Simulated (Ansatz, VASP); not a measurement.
**ZnS in two plane-wave programs**

Wanted: the spread between two codes on one cell, functional and k mesh. The cell is taken from a series of runs on this material, whose earlier steps may have relaxed, scaled, displaced or heated it; both programs get it as it stands.

Calculated with Ansatz 0.2.0; plane waves, with VASP 6.6.1 beside it; zone-centre phonons at LDA.

### Step 1. The starting structure

It takes space group Imm2 (No. 44, orthorhombic). The conventional cell has a = 3.746 Å, b = 3.783 Å, c = 5.263 Å, α = 90.00°, β = 90.00°, γ = 90.00°. S has 4 Zn at 2.29 to 2.30 Å nearest. Nearest to Zn lie 4 S at 2.29 to 2.30 Å. Farther neighbours and most contacts between anions are not listed.

### Step 2. VASP: zone-centre phonons, LDA, pair 1

Second derivatives magnify differences that forces hide, and they need a tight electronic threshold.

Lines of VASP's logs that name or quote its potential files are left out, and so is its time.

The input, INCAR:

```
SYSTEM = ZnS
PREC = Accurate
ENCUT = 500
EDIFF = 1E-08
NELM = 120
ISMEAR = 0
SIGMA = 0.01
LREAL = .FALSE.
ALGO = Normal
GGA = CA
NBANDS = 15
LORBIT = 11
LWAVE = .FALSE.
LCHARG = .FALSE.
ISIF = 2
IBRION = 8
LASPH = .TRUE.
GGA_COMPAT = .FALSE.
EFERMI = MIDGAP
KPAR = 2
```

The input, POSCAR:

```
ZnS
1.0
    0.0130272625      2.6618140890      2.6316281167
    2.6618140890      0.0130272625      2.6316281167
    2.6748413515      2.6748413515      0.0000000000
S Zn
1 1
Direct
    0.9990758776      0.9990758776      0.0009241224
    0.7509241224      0.7509241224      0.7490758776
```

The input, KPOINTS:

```
Automatic mesh
0
Gamma
12 12 12
0 0 0
```

The projector-augmented-wave data sets are S and Zn (LDA family, release 64).

Command:

```console
> mpirun -np 2 vasp_std
```

Numbers of over 12 decimals in the logs are rounded to 6 here.

Output:

```text
[banner, memory and clock lines left out]
running    2 mpi-ranks, on    1 nodes
 distrk:  each k-point on    1 cores,    2 groups
 distr:  one band on    1 cores,    1 groups

 POSCAR found type information on POSCAR S Zn
 POSCAR found :  2 types and       2 ions
 LDA part: xc-table for (Slater(with rela. corr.)+CA(PZ))
 , standard interpolation
 POSCAR, INCAR and KPOINTS ok, starting setup
 FFT: planning ... GRIDC
 FFT: planning ... GRID_SOFT
 FFT: planning ... GRID
 WAVECAR not read
 entering main loop
       N       E                     dE             d eps       ncg     rms          rms(c)
DAV:   1     0.806608453851E+02    0.80661E+02   -0.84874E+03  8400   0.141E+03
DAV:   2    -0.334248311099E+01   -0.84003E+02   -0.78894E+02  9297   0.265E+02
DAV:   3    -0.858947218991E+01   -0.52470E+01   -0.52197E+01 10500   0.638E+01
DAV:   4    -0.864363960498E+01   -0.54167E-01   -0.54150E-01 10234   0.673E+00
DAV:   5    -0.864424604289E+01   -0.60644E-03   -0.60642E-03 10668   0.692E-01    0.761E+00
DAV:   6    -0.824275100091E+01    0.40150E+00   -0.80491E-01 12634   0.338E+01    0.583E+00
DAV:   7    -0.821352783416E+01    0.29223E-01   -0.25352E-01 10297   0.538E+00    0.278E+00
DAV:   8    -0.820741289262E+01    0.61149E-02   -0.57020E-03 12619   0.130E+00    0.637E-01
DAV:   9    -0.820686172373E+01    0.55117E-03   -0.12081E-03  9842   0.268E-01    0.813E-02
DAV:  10    -0.820687705358E+01   -0.15330E-04   -0.85081E-05 10633   0.864E-02    0.217E-02
DAV:  11    -0.820687397649E+01    0.30771E-05   -0.10148E-05 13202   0.691E-02    0.402E-03
DAV:  12    -0.820687409157E+01   -0.11508E-06   -0.12320E-06 10017   0.119E-02    0.157E-03
DAV:  13    -0.820687409448E+01   -0.29022E-08   -0.51312E-08 11053   0.192E-03
   1 F= -.82068741E+01 E0= -.82068741E+01  d E =0.000000E+00
 Linear response reoptimize wavefunctions to high precision
DAV:   1    -0.820687409501E+01   -0.53046E-09   -0.20927E-09  8164   0.935E-04
DAV:   2    -0.820687409509E+01   -0.86175E-10   -0.68704E-10  6125   0.216E-04
 Linear response DOF=           4
 Linear response progress:
  Degree of freedom:   1/  4
       N       E                     dE             d eps       ncg     rms          rms(c)
RMM:   1    -0.105461365553E+00   -0.10546E+00    0.51088E-02 65515   0.230E+00
RMM:   2    -0.103025080393E+00    0.24363E-02   -0.49814E-03 41568   0.682E-01    0.174E-01
RMM:   3    -0.103412674317E+00   -0.38759E-03   -0.34761E-04 45508   0.151E-01    0.868E-02
RMM:   4    -0.103805785387E+00   -0.39311E-03   -0.55387E-05 46098   0.542E-02    0.168E-02
RMM:   5    -0.103818274984E+00   -0.12490E-04   -0.32918E-06 48153   0.133E-02    0.943E-03
RMM:   6    -0.103803090723E+00    0.15184E-04   -0.16088E-07 47397   0.400E-03    0.463E-03
RMM:   7    -0.103806079971E+00   -0.29892E-05   -0.85995E-08 47469   0.132E-03    0.677E-04
RMM:   8    -0.103806426429E+00   -0.34646E-06    0.14888E-08 50310   0.303E-04    0.127E-04
RMM:   9    -0.103805903667E+00    0.52276E-06    0.87378E-09 49452   0.102E-04    0.413E-05
RMM:  10    -0.103806066343E+00   -0.16268E-06    0.12264E-08 49261   0.461E-05    0.761E-06
RMM:  11    -0.103806080858E+00   -0.14515E-07    0.20244E-08 49148   0.242E-05    0.576E-06
RMM:  12    -0.103806066500E+00    0.14357E-07    0.21785E-08 42578   0.141E-05    0.449E-07
RMM:  13    -0.103806069368E+00   -0.28673E-08    0.13256E-08 30622   0.111E-05    0.132E-07
 first order change of Fermi-energy   0.10060E-03
 force on displaced ion       1 direction 1 :  -6.699   0.048   0.001
 Linear response progress:
  Degree of freedom:   2/  4
       N       E                     dE             d eps       ncg     rms          rms(c)
RMM:   1    -0.105190268459E+00   -0.10519E+00    0.51614E-02 20819   0.229E+00
RMM:   2    -0.102945470013E+00    0.22448E-02   -0.49049E-03 13560   0.674E-01    0.172E-01
RMM:   3    -0.103327956904E+00   -0.38249E-03   -0.34114E-04 14637   0.148E-01    0.861E-02
RMM:   4    -0.103715079938E+00   -0.38712E-03   -0.49140E-05 14799   0.532E-02    0.166E-02
RMM:   5    -0.103729455562E+00   -0.14376E-04   -0.28333E-06 15379   0.130E-02    0.934E-03
RMM:   6    -0.103714475577E+00    0.14980E-04   -0.23519E-07 15146   0.387E-03    0.453E-03
RMM:   7    -0.103717187147E+00   -0.27116E-05   -0.76957E-08 15156   0.128E-03    0.628E-04
RMM:   8    -0.103717594973E+00   -0.40783E-06   -0.62573E-09 15984   0.301E-04    0.122E-04
RMM:   9    -0.103717153058E+00    0.44191E-06    0.57922E-09 15850   0.964E-05    0.426E-05
RMM:  10    -0.103717254048E+00   -0.10099E-06    0.10942E-08 15373   0.444E-05    0.864E-06
RMM:  11    -0.103717282865E+00   -0.28817E-07    0.11923E-08 15746   0.226E-05    0.574E-06
RMM:  12    -0.103717261261E+00    0.21603E-07    0.64691E-09 14537   0.134E-05    0.398E-07
RMM:  13    -0.103717263823E+00   -0.25614E-08    0.13268E-09 10569   0.997E-06    0.129E-07
 first order change of Fermi-energy   0.14227E-01
 force on displaced ion       1 direction 3 :  -0.000  -0.000  -6.629
 Linear response progress:
  Degree of freedom:   3/  4
       N       E                     dE             d eps       ncg     rms          rms(c)
RMM:   1    -0.212583666772E+00   -0.21258E+00    0.41400E-04 36722   0.217E+00
RMM:   2    -0.210552534444E+00    0.20311E-02   -0.30001E-03 41745   0.471E-01    0.123E-01
RMM:   3    -0.210342974424E+00    0.20956E-03   -0.68361E-05 49666   0.688E-02    0.720E-02
RMM:   4    -0.210074863910E+00    0.26811E-03   -0.13348E-05 49111   0.265E-02    0.409E-03
RMM:   5    -0.210073594283E+00    0.12696E-05   -0.21810E-07 51455   0.462E-03    0.141E-03
RMM:   6    -0.210078201095E+00   -0.46068E-05   -0.50306E-08 51146   0.145E-03    0.279E-04
RMM:   7    -0.210078667820E+00   -0.46672E-06   -0.11698E-08 51926   0.368E-04    0.125E-04
RMM:   8    -0.210078655509E+00    0.12311E-07   -0.62683E-09 49914   0.160E-04    0.317E-05
RMM:   9    -0.210078464762E+00    0.19075E-06   -0.26131E-11 51965   0.588E-05    0.126E-05
RMM:  10    -0.210078427277E+00    0.37485E-07   -0.33025E-10 52830   0.269E-05    0.121E-06
RMM:  11    -0.210078431893E+00   -0.46164E-08   -0.42699E-10 44657   0.163E-05    0.468E-07
 first order change of Fermi-energy  -0.17273E-04
 force on displaced ion       2 direction 1 :  -6.749   0.035   0.001
 Linear response progress:
  Degree of freedom:   4/  4
       N       E                     dE             d eps       ncg     rms          rms(c)
RMM:   1    -0.212383455494E+00   -0.21238E+00    0.18344E-03 11887   0.217E+00
RMM:   2    -0.210488157581E+00    0.18953E-02   -0.29061E-03 13420   0.462E-01    0.122E-01
RMM:   3    -0.210276077015E+00    0.21208E-03   -0.66281E-05 15887   0.676E-02    0.713E-02
RMM:   4    -0.210006380350E+00    0.26970E-03   -0.12825E-05 15666   0.267E-02    0.389E-03
RMM:   5    -0.210006099748E+00    0.28060E-06   -0.30035E-07 16497   0.465E-03    0.143E-03
RMM:   6    -0.210010900202E+00   -0.48005E-05   -0.53292E-08 16298   0.146E-03    0.277E-04
RMM:   7    -0.210011392967E+00   -0.49276E-06   -0.81862E-09 16648   0.367E-04    0.122E-04
RMM:   8    -0.210011292688E+00    0.10028E-06   -0.37150E-09 15730   0.159E-04    0.293E-05
RMM:   9    -0.210011120503E+00    0.17218E-06   -0.50340E-10 16695   0.600E-05    0.122E-05
RMM:  10    -0.210011084835E+00    0.35669E-07   -0.50719E-10 16929   0.284E-05    0.127E-06
RMM:  11    -0.210011088123E+00   -0.32884E-08   -0.51056E-10 14195   0.174E-05    0.492E-07
 first order change of Fermi-energy  -0.13593E-01
 force on displaced ion       2 direction 3 :   0.000   0.000  -6.672
 Linear response finished
```

OUTCAR, selected parts (step 2):

```text
ion  position               nearest neighbor table
   1  0.999  0.999  0.001-   2 2.29   2 2.29   2 2.30   2 2.30
   2  0.751  0.751  0.749-   1 2.29   1 2.29   1 2.30   1 2.30

  LATTYP: Found a body centered orthorhombic cell.
 ALAT       =     3.7459502539
 B/A-ratio  =     1.0098363993
 C/A-ratio  =     1.4050523570

 Subroutine GETGRP returns: Found  4 space group operations
 (whereof  4 operations were pure point group operations)

The static configuration has the point symmetry C_2v.

 Found    280 irreducible k-points:

   k-points           NKPTS =    280   k-points in BZ     NKDIM =    280   number of bands    NBANDS=     15

   dimension x,y,z NGX =    28 NGY =   28 NGZ =   28
   dimension x,y,z NGXF=    56 NGYF=   56 NGZF=   56

   ENCUT  =  500.0 eV  36.75 Ry    6.06 a.u.   6.82  6.82  6.90*2*pi/ulx,y,z

   NELECT =      18.0000    total number of electrons

 k-points in reciprocal lattice and weights: Automatic mesh
   0.00000000  0.00000000  0.00000000       0.001
   0.08333333  0.00000000  0.00000000       0.002
   0.16666667  0.00000000  0.00000000       0.002
   0.25000000  0.00000000  0.00000000       0.002
   0.33333333  0.00000000  0.00000000       0.002
   0.41666667  0.00000000  0.00000000       0.002
   0.50000000  0.00000000  0.00000000       0.001
   0.08333333  0.08333333  0.00000000       0.001
   0.16666667  0.08333333  0.00000000       0.002
[...]
0.25000000  0.25000000  0.50000000       0.001
  -0.25000000  0.25000000  0.50000000       0.001

 average (electrostatic) potential at core
       1 -88.7852       2 -37.0735

  Total       -0.0584256     -0.0584256      0.0590210     -0.1185224      0.0000000      0.0000000
  in kB       -2.5102326     -2.5102326      2.5358150     -5.0922687      0.0000000      0.0000000
  external PRESSURE =      -0.8282168 kB  Pullay stress =       0.0000000 kB

  energy-cutoff  :      500.00
  volume of cell :       37.29
      direct lattice vectors                 reciprocal lattice vectors
     0.013027262  2.661814089  2.631628117    -0.188765662  0.188765662  0.189996450
     2.661814089  0.013027262  2.631628117     0.188765662 -0.188765662  0.189996450
     2.674841352  2.674841352  0.000000000     0.186926974  0.186926974 -0.189996450

 POSITION                                       TOTAL-FORCE (eV/Angst)
 -----------------------------------------------------------------------------------
      2.67484      2.67484      5.25839        -0.000000     -0.000000     -0.000210
      4.01226      4.01226      3.95231         0.000000      0.000000      0.000210
 -----------------------------------------------------------------------------------
    total drift:                                0.000001      0.000001     -0.000499

 Eigenvectors and eigenvalues of the dynamical matrix
 ----------------------------------------------------

   1 f  =    8.762812 THz    55.058372 2PiTHz  292.295948 cm-1    36.240062 meV
             X         Y         Z           dx          dy          dz
      2.674841  2.674841  5.258392    -0.578702    0.578702    0.000000
      4.012262  4.012262  3.952306     0.406330   -0.406330   -0.000000

   2 f  =    8.705471 THz    54.698087 2PiTHz  290.383253 cm-1    36.002919 meV
             X         Y         Z           dx          dy          dz
      2.674841  2.674841  5.258392    -0.578315   -0.578315    0.000000
      4.012262  4.012262  3.952306     0.406881    0.406881   -0.000000

   3 f  =    8.686847 THz    54.581070 2PiTHz  289.762030 cm-1    35.925897 meV
             X         Y         Z           dx          dy          dz
      2.674841  2.674841  5.258392    -0.000000   -0.000000   -0.818243
      4.012262  4.012262  3.952306     0.000000    0.000000    0.574873

   4 f/i=    0.010979 THz     0.068984 2PiTHz    0.366225 cm-1     0.045406 meV
             X         Y         Z           dx          dy          dz
      2.674841  2.674841  5.258392     0.406330   -0.406330   -0.000000
      4.012262  4.012262  3.952306     0.578702   -0.578702   -0.000000

   5 f/i=    0.013377 THz     0.084049 2PiTHz    0.446203 cm-1     0.055322 meV
             X         Y         Z           dx          dy          dz
      2.674841  2.674841  5.258392     0.000000   -0.000000    0.574873
      4.012262  4.012262  3.952306     0.000000   -0.000000    0.818243

   6 f/i=    0.019190 THz     0.120574 2PiTHz    0.640107 cm-1     0.079363 meV
             X         Y         Z           dx          dy          dz
      2.674841  2.674841  5.258392    -0.406881   -0.406881    0.000000
      4.012262  4.012262  3.952306    -0.578315   -0.578315    0.000000

 ELASTIC MODULI CONTR FROM IONIC RELAXATION (kBar)
 Direction    XX          YY          ZZ          XY          YZ          ZX
 --------------------------------------------------------------------------------
 XX          -0.2572     -0.2572     -0.3254      8.3318     -0.0000      0.0000
 YY          -0.2572     -0.2572     -0.3254      8.3318      0.0000     -0.0000
 ZZ          -0.3254     -0.3254     -0.4117     10.5405      0.0000      0.0000
 XY           8.3318      8.3318     10.5405   -269.8808      0.0000      0.0000
 YZ          -0.0000      0.0000      0.0000      0.0000   -271.4329     10.0407
 ZX           0.0000     -0.0000      0.0000      0.0000     10.0407   -262.0998
 --------------------------------------------------------------------------------
```

### Step 3. Ansatz: zone-centre phonons, LDA, pair 1

Ansatz runs on its PAW soft_1 files.

The same cell, functional (in two slightly different forms) and mesh now go to Ansatz, which takes its cutoff from its data sets.

The input, input.yaml:

```yaml
crystal:
  lattice:
    - [0.0130272625, 2.661814089, 2.6316281167]
    - [2.661814089, 0.0130272625, 2.6316281167]
    - [2.6748413515, 2.6748413515, 0.0]
  atoms:
    - { symbol: S, position: [-0.0009241224, -0.0009241224, 0.0009241224] }
    - { symbol: Zn, position: [0.7509241224, 0.7509241224, 0.7490758776] }
kpoints:
  mp_grid: { grid: [12, 12, 12] }
hamiltonian:
  xc: lda
  pseudopotentials: { kind: paw, azcp: { folder: soft_1 }, xc_functional: pbe }
scf:
  occupations: { method: fixed }
output:
  eigenvalues: true
phonons:
  method: dfpt
```

Command:

```console
> ansatz run input.yaml --threads 4 --pin off --max-ram 10240MiB --backend cpu --events-out ev --progress --plain --runs-dir out
```

Output:

```text
zone centre: on kpoints.mp_grid the ground state, and the responses unless they are solved on pairs of k-points, stand on 476 of the mesh's 1728 k-points, reduced under 2 symmetry operations, with k and −k counted as one. Each operation leaves every solved displacement unchanged or reverses it
Engine: ansatz 0.2.0, aarch64-unknown-linux-gnu
Pseudopotentials: kind: paw
Pseudopotential: S, paw, valence charge 6, recommended cutoff 420 eV (normal), soft_1/S.paw.azcp
Pseudopotential: Zn, paw, valence charge 12, recommended cutoff 420 eV (normal), soft_1/Zn.paw.azcp
Functional definition: SPW92
  exchange = slater_x
  correlation = pw_c
Crystal: 2 atoms, lattice volume = 37.291 Å³
Basis set: ecut = 420 eV, 725 PW (Γ), exchange–correlation on 54×54×54 points (8 copies of the dense FFT grid, shifted against one another)
Bands: 13, of which v1, the nominal top of the filled ones, is band 9 counted from 1 (8 counted from 0)
Symmetry: 4 space group operations
k-points: 476 of 1728 (irreducible under 2 space group operations, time reversal used)
Non-local potential: S, projectors of the file, l = 0: 2, l = 1: 2, l = 2: 1
Non-local potential: Zn, projectors of the file, l = 0: 2, l = 1: 2, l = 2: 3, l = 3: 1
PAW form: soft (Blöchl's): semilocal exchange-correlation on the pseudo side does not see the compensation charge
PAW frozen core: S, regenerated for the run's functional, and the local potential with it (the file was generated under x = pbe(κ = 0.804, μ = 0.219515), c = pbe(β = 0.066725))
PAW frozen core: Zn, regenerated for the run's functional, and the local potential with it (the file was generated under x = pbe(κ = 0.804, μ = 0.219515), c = pbe(β = 0.066725))
PAW one-centre angular grid: S, 110 points (default); XC on 64 Gauss nodes
PAW one-centre angular grid: Zn, 590 points (default); XC on 64 Gauss nodes
Initial density: superposition of atomic densities (chi_scale 0.1, normalization cell, long waves kept (reshape's long-wave potential 0.00 eV rms))
Initial wavefunctions: pseudopotential atomic-orbital guess
Functional: x = slater, c = lda
SCF iter   1: F=—  HF=-4117.545046 eV  |F-HF|=—  |Δ(HF+E_count)|=         —  Δρ=3.82e-2  dr2=3.38e-1  ethr=3.10e-3  ⟨swp⟩=5.1  Hψ=37126  notcnv=0  defer=917
preconditioner: auto → none  [insulator: Δε(μ)=2.331 eV  Ē_g=12.770 eV  n_scr=14 (ndim 8)  ℏωp=25.8 eV  f_vac=0.000  ε∞_Penn≈5.1]
SCF iter   2: F=—  HF=-4117.457549 eV  |F-HF|=—  |Δ(HF+E_count)|=   8.75e-2  Δρ=1.46e-2  dr2=4.10e-2  ethr=1.88e-3  ⟨swp⟩=2.3  Hψ=14568  notcnv=0  defer=928
SCF iter   3: F=—  HF=-4117.446360 eV  |F-HF|=—  |Δ(HF+E_count)|=   1.12e-2  Δρ=9.75e-3  dr2=1.74e-2  ethr=2.28e-4  ⟨swp⟩=2.0  Hψ=10955  notcnv=0  defer=945
SCF iter   4: F=—  HF=-4117.441632 eV  |F-HF|=—  |Δ(HF+E_count)|=   4.73e-3  Δρ=2.32e-3  dr2=1.31e-3  ethr=9.64e-5  ⟨swp⟩=2.0  Hψ=14756  notcnv=0  defer=952
SCF iter   5: F=—  HF=-4117.441463 eV  |F-HF|=—  |Δ(HF+E_count)|=   1.69e-4  Δρ=6.23e-4  dr2=8.19e-5  ethr=7.30e-6  ⟨swp⟩=2.1  Hψ=10494  notcnv=0  defer=952
SCF iter   6: F=—  HF=-4117.441476 eV  |F-HF|=—  |Δ(HF+E_count)|=   1.31e-5  Δρ=1.25e-4  dr2=2.57e-6  ethr=4.55e-7  ⟨swp⟩=2.4  Hψ=10485  notcnv=0  defer=3
SCF iter   7: F=—  HF=-4117.441476 eV  |F-HF|=—  |Δ(HF+E_count)|=   3.53e-7  Δρ=1.62e-5  dr2=5.83e-8  ethr=1.43e-8  ⟨swp⟩=2.0  Hψ=9378  notcnv=0
SCF iter   8: F=—  HF=-4117.441476 eV  |F-HF|=—  |Δ(HF+E_count)|=   1.51e-8  Δρ=2.32e-6  dr2=1.27e-9  ethr=3.24e-10  ⟨swp⟩=2.0  Hψ=10041  notcnv=0
SCF iter   9: F=-4117.441476 eV  HF=-4117.441476 eV  |F-HF|=2.64e-11  |Δ(HF+E_count)|=  8.17e-10  Δρ=3.03e-7  dr2=1.87e-11  ethr=1.00e-12  ⟨swp⟩=8.6  Hψ=43511  notcnv=0
SCF 1 converged in 9 iterations: F = -4117.441476 eV  dr2 = 1.87e-11
  greatest PAW one-centre occupation: 0.983 electrons in one spin orbital (limit 2), on the Zn atom at site 1 (counted from 0), in its partial waves of l = 2
DFPT response loops at Γ: preconditioner auto → none (the input reference at scf.mixing.eps_inf says where Resta's filter doesn't serve); β = 0.50; Broyden in place of MSR1
SCF converged after 9 iterations
Free energy (F): -4117.441476 eV
Harris-Foulkes:  -4117.441476 eV  (|F-HF|=2.64e-11)
Internal energy: -4117.441476 eV  (E = F + TS)
E sigma→0 (E₀):  -4117.441476 eV
Fermi energy:    6.272695 eV
--- Per-component energies (eV) ---
  E_band       = 7.826752
  E_kinetic    = 255.712774
  E_local      = -2235.502308  (includes V_loc(G=0)·N_el)
  E_nonlocal   = 857.462005
  E_hartree    = 849.073110
  E_xc         = -166.777779
  E_vxc        = -135.640838  (∫ρ·V_xc dr)
  E_paw        = -2401.931830  (= ΣΔE_a)
  E_vpaw       = -432.350643  (= ΣTr[D̂ρ^β])
  E_aug_tail   = -0.000250  (compensation charges beyond the density's cutoff)
  E_ewald      = -1277.187539
  E_core_change = 1.710341  (= ΣΔE_core)
  E_smearing   = -0.000000  (= −TS)
  E_closure    = -0.000000  (closes the sum)
  Σ components = -4117.441476   (vs F -4117.441476, Δ=0.00e0)
--- Band table (eV; the first three rows and the last of 476) ---
  k-point 0: bands = [... 5 lower, 0.0713, 6.2045, 6.2590, 6.2727, 8.3460, 12.3532, 12.4232, 12.4856]
  k-point 1: bands = [... 5 lower, 0.0698, 5.5874, 6.1762, 6.1807, 8.8396, 12.3155, 12.5357, 12.6124]
  k-point 2: bands = [... 5 lower, 0.0676, 4.4118, 5.9798, 5.9821, 9.4799, 12.4271, 12.8497, 12.8964]
  k-point 475: bands = [... 5 lower, 0.3261, 1.3962, 3.6870, 3.7971, 9.2543, 10.0438, 17.4269, 18.3424]
--- Phonons (Γ-DFPT): 4 representative perturbations + reference, on 476 of 1728 k-points (Σ response iterations 12) ---
  k mesh reduced under 2 symmetry operations, with k and −k counted as one. Each operation leaves every solved displacement unchanged or reverses it
  ASR residual: 2.933e-4 → 0.000e0 eV/Å²; symmetrization residual: 3.305e-6 eV/Å²
  ASR residual per site (eV/Å²): 5.36e-5 2.93e-4
  Γ frequencies (cm⁻¹): 0.00 0.00 0.00 287.69 288.30 290.22
  non-analytic LO–TO correction: not included (Born effective charges unavailable; polar crystals: no LO–TO splitting at Γ)
```

Reading the cycles: dr2 is the Hartree energy of the density residual (eV), the measure of convergence; HF is the Harris–Foulkes estimate of the energy, which meets the free energy F at convergence.

(Continued in part 2 of 2.)

[Lines on the potential files, build, host, timing and source positions are cut from VASP's logs without a mark.]

[Logs are printed without paths, hosts, clocks, repeated set-up lines and the standing remarks that a program may print on its own settings, such as how far it seeks lower states.]

[Hosts, paths, dates, database ids (printed as entryN), source tags and the programs' standing remarks are cut or masked in the printed files.]
